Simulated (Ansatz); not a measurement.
Runs of Ansatz 0.2.0 on PbSe. It takes space group Pm-3m (No. 221, cubic). Conventional cell: a = 3.784 Å, b = 3.784 Å, c = 3.784 Å, α = 90.00°, β = 90.00°, γ = 90.00°. Pb (site symmetry m-3m) is surrounded by 8 Se at 3.28 Å. Se (site symmetry m-3m) is surrounded by 8 Pb at 3.28 Å. Measurements of this composition are mostly on another form, of space group No. 225.

```tsv
task	level	spin	cell	k mesh	cutoff (eV)	points for each segment of the path	gap on the mesh (eV)	pressure (GPa)	relaxed volume (Å³/atom)
band structure	r2SCAN	off	as given	7 × 7 × 7	500	14	-	-0.7	-
band structure	BLYP	off	as given	7 × 7 × 7	420	14	none	3.9	-
band structure	r2SCAN	SOC, no magnetisation	as given	5 × 5 × 5	500	14	none	(b)	-
relaxation of cell and atoms	revPBE	off	relaxed	7 × 7 × 7	420	-	none	0.0	27.81
relaxation of cell and atoms	BLYP	off	relaxed	7 × 7 × 7	420	-	-	0.0	(a)
```

Alike in all rows: potentials or basis Ansatz PAW; smearing fermi-dirac 0.05 eV.

Problem. Estimate the missing entries.

Solution. (a) 29.41; (b) -1.2.

Caveats: the PAW data sets come from PBE, with cores solved anew for the run's functional, which leaves a small shift of forces and pressure; spin-orbit coupling is left out, which moves the levels of the heavy elements (some runs); the plane-wave basis is chosen anew once the cell has moved, so the energies of steps on either side of that aren't comparable (some runs).

A k mesh can miss the band edges, and rows without SOC leave out spin-orbit coupling on Pb, Se.

A gap of «none» marks a metal or a gap under the smearing width.

Runs at the PBE level aren't shown here.
